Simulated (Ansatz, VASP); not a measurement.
# TaN: VASP beside Ansatz

Contents of INCAR:

```
SYSTEM = TaN
ALGO = Normal
EDIFF = 1E-6
ENCUT = 520
GGA = PE
ISIF = 2
ISMEAR = -1
LASPH = .TRUE.
LCHARG = .FALSE.
LREAL = .FALSE.
LWAVE = .FALSE.
NBANDS = 15
NELM = 60
PREC = Accurate
SIGMA = 0.02
```

KPOINTS

```
k-points
0
G
  9 9 9
  0 0 0
```

File POSCAR:

```
TaN
1.0
    0.0000000000      2.1790000000      2.1790000000
    2.1790000000      0.0000000000      2.1790000000
    2.1790000000      2.1790000000      0.0000000000
Ta N
1 1
Direct
    0.5000000000      0.5000000000      0.5000000000
    0.0000000000      0.0000000000      0.0000000000
```

Input for Ansatz:

```yaml
crystal:
  lattice:
    - [0.0, 2.179, 2.179]
    - [2.179, 0.0, 2.179]
    - [2.179, 2.179, 0.0]
  atoms:
    - { symbol: Ta, position: [0.5, 0.5, 0.5] }
    - { symbol: "N", position: [0.0, 0.0, 0.0] }
kpoints:
  mp_grid: { grid: [9, 9, 9] }
scf:
  occupations: { method: fermi_dirac, width: 0.02 }
hamiltonian:
  xc: pbe
  pseudopotentials:
    kind: all_electron
    lapw: { basis_error: 0.0005, muffin_tin_radii: { Ta: 0.654, "N": 0.654 } }
output:
  forces: true
  stress: true
  eigenvalues: true
```

Alike in both runs: task single point; functional PBE; k mesh 9 × 9 × 9; occupations fermi-dirac, width 0.02 eV; no spin polarisation.

```csv
,VASP,Ansatz
version,VASP 6.6.1,Ansatz 0.2.0
potentials or method,"VASP PAW PBE potentials, release 64 (Ta_pv, N)","all-electron LAPW, scalar-relativistic"
plane-wave cutoff (eV),520,see its input
```

Ansatz gave:

```
pressure (GPa) : 14.5
```

Problem. Estimate VASP's values.

Solution. Pressure (GPa): 15.4.

Ansatz ran all-electron here, so the differences hold the error of VASP's frozen core and of both bases.

Caveats: so large a pressure means that the cell lies far from this level's equilibrium, or that cutoff or potentials fall short (VASP). The runs have no spin-orbit coupling, so splittings on Ta are missing.
